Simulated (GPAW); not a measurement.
MgSi:

```
Si Mg
1.0
     2.90839    0.00000    0.00000
     0.00000    2.90839    0.00000
     0.00000    0.00000    4.10343
Si Mg
1 1
Direct
  0.50000 0.50000 0.50000
  0.00000 0.00000 0.00000
```

The cell comes from a database or a generator and needn't be the stable form of this composition.

Base run:

```yaml
Program: GPAW 26.7.0
Functional: LDA
Potentials_or_basis: the program's PAW data sets (release 1.2.1) made for this functional, other valence
Cutoff: 600 eV
Basis: pw
k_mesh: 7 × 7 × 5
Occupations: fermi-dirac, width 0.05 eV
Spin: no spin polarisation
```

Its results: pressure -2.9 GPa.

Q: After a change of settings the same cell gave: pressure -3.8 GPa. Which change was it?
A. functional from LDA to PBEsol; potentials or basis from the program's PAW data sets (release 1.2.1) made for this functional, other valence to PAW data sets generated in the run's folder for this functional; cutoff from 600 eV to 800 eV; valence electrons from 6 to 14
B. functional from LDA to r2SCAN; potentials or basis from the program's PAW data sets (release 1.2.1) made for this functional, other valence to GPAW PAW data sets (gpaw-data 1.2.1); valence electrons from 6 to 14
C. potentials or basis from the program's PAW data sets (release 1.2.1) made for this functional, other valence to the program's PAW data sets (release 1.2.1) made for this functional; cutoff from 600 eV to 800 eV; valence electrons from 6 to 14

A: C.

Caveats: the cutoff is short for stress and forces, so pressures can be off by a GPa or more (some runs).

Not every run made on this cell is shown here.
